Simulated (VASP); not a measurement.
CdTe: relaxation of cell and atoms with PBEsol

CdTe:

```
Cd Te
1.0
     0.00000    3.20500    3.20500
     3.20500    0.00000    3.20500
     3.20500    3.20500    0.00000
Cd Te
1 1
Direct
  0.00000 0.00000 0.00000
  0.25000 0.25000 0.25000
```

```yaml
Program: VASP 6.6.1
Task: relaxation of cell and atoms
Functional: PBEsol
Potentials_or_basis: VASP PAW PBE potentials, release 64 (Cd, Te)
Cutoff: 600 eV
k_mesh: 8 × 8 × 8
Occupations: gaussian, width 0.03 eV
Spin: no spin polarisation
Further_INCAR_settings: ALGO = Normal; EDIFF = 1e-06; IBRION = 2; EDIFFG = -0.01; NSW = 90; ISIF = 3
```

```yaml
Relaxed_volume: 34.26 Å³/atom
Relaxed_cell: a = 4.593 Å, b = 4.593 Å, c = 4.593 Å, α = 60.00°, β = 60.00°, γ = 60.00°
Space_group_after_relaxing_to_0.05_Å: F-43m (No. 216)
Energy_gained_by_relaxing: 7.3 meV/atom
Ionic_steps: 3
Pressure_after_relaxing: 0.0 GPa
Band_gap_on_the_k_mesh: 0.64 eV, direct
```

The path:
| step | energy change (eV) | largest force (eV/Å) | pressure (GPa) | volume (Å³) |
| --- | --- | --- | --- | --- |
| 1 | 0.0000 | 0.0000 | 1.81 | 65.84 |
| 2 | -0.0129 | 0.0000 | -0.54 | 69.46 |
| 3 | -0.0145 | 0.0000 | 0.00 | 68.52 |

Final structure:
```cif
data_structure
_symmetry_space_group_name_H-M 'P 1'
_symmetry_Int_Tables_number 1
_cell_length_a 4.5931
_cell_length_b 4.5931
_cell_length_c 4.5931
_cell_angle_alpha 60.000
_cell_angle_beta 60.000
_cell_angle_gamma 60.000
_cell_volume 68.52
loop_
_atom_site_label
_atom_site_type_symbol
_atom_site_fract_x
_atom_site_fract_y
_atom_site_fract_z
_atom_site_occupancy
Cd1 Cd 0.00000 0.00000 0.00000 1
Te1 Te 0.25000 0.25000 0.25000 1
```

Levels at points of the mesh, in eV from the valence-band top:
| k point | band 7 | band 8 | band 9 | band 10 | band 11 | band 12 |
| --- | --- | --- | --- | --- | --- | --- |
| (0.00, 0.00, 0.00) | 0.00 | 0.00 | 0.00 | 0.64 | 4.55 | 4.55 |
| (0.50, 0.00, 0.00) | -4.44 | -0.77 | -0.77 | 1.73 | 5.13 | 5.13 |
| (0.50, 0.50, 0.00) | -4.32 | -1.86 | -1.86 | 2.51 | 2.60 | 8.69 |

It took 25 s on 1 thread of Intel(R) Xeon(R) 6975P-C (Granite Rapids), with other jobs on the host, peak memory 0.23 GiB.

Caveat: the PAW data sets were made with another functional, which shifts forces and pressure a little; spin-orbit coupling is left out, which moves the levels of the heavy elements. As with any semilocal functional, this PBEsol gap is likely too small.
